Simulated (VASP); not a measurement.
Here is a VASP 6.6.1 calculation.

Contents of POSCAR:

```
InP
1.0
    0.0000000000      2.9305000000      2.9305000000
    2.9305000000      0.0000000000      2.9305000000
    2.9305000000      2.9305000000      0.0000000000
In P
1 1
Direct
    0.0000000000      0.0000000000      0.0000000000
    0.2500000000      0.2500000000      0.2500000000
```

Contents of INCAR.step1:

```
SYSTEM = InP
  PREC = Accurate
  ENCUT = 520
  EDIFF = 1E-5
  ISMEAR = -1
  SIGMA = 0.02
  LREAL = .False.
  LASPH = .True.
  NELM = 100
  ALGO = Normal
  ISIF = 2
  LWAVE = .True.
  LCHARG = .False.
  NBANDS = 16
  GGA = PE
  KPAR = 4
```

File INCAR.step2:

```
SYSTEM = InP
  PREC = Accurate
  ENCUT = 520
  EDIFF = 1E-6
  ISMEAR = -1
  SIGMA = 0.02
  LREAL = .False.
  LASPH = .True.
  NELM = 100
  ALGO = Normal
  ISIF = 2
  LWAVE = .False.
  LCHARG = .False.
  GGA = PE
  LHFCALC = .True.
  HFSCREEN = 0.2
  PRECFOCK = Fast
  NBANDS = 16
  ISTART = 1
  KPAR = 4
```

Contents of KPOINTS:

```
regular mesh
0
Gamma
  5 5 5
  0 0 0
```

Potentials or basis: VASP PAW PBE potentials, release 64 (In_d, P).

Run with:

```bash
$ cat potpaw_PBE.64/In_d/POTCAR potpaw_PBE.64/P/POTCAR > POTCAR
$ cp INCAR.step1 INCAR
$ mpirun -np 4 vasp_std > vasp.out
$ cp INCAR.step2 INCAR
$ mpirun -np 4 vasp_std > vasp.out
```

Q: What does it give for the band gap on the k mesh?

A: 1.53 eV, direct.

Q: Estimate the pressure.

A: 1.4 GPa.

Caveat: the PAW data sets were made with another functional, which shifts forces and pressure a little; spin-orbit coupling is left out, which moves the levels of the heavy elements.

**Experimental background.**

From a printed reference work, data compilation, for a bulk crystal of InP at 1.6 K: band gap 1.4236 eV (direct).

A measured gap of InP is 1.4236 eV (direct; 1.6 K; a printed reference work, data compilation); the calculated 1.53 eV misses it by +0.10 eV. Spin-orbit coupling on In is left out. The value is that of HSE06, without temperature or zero-point motion.
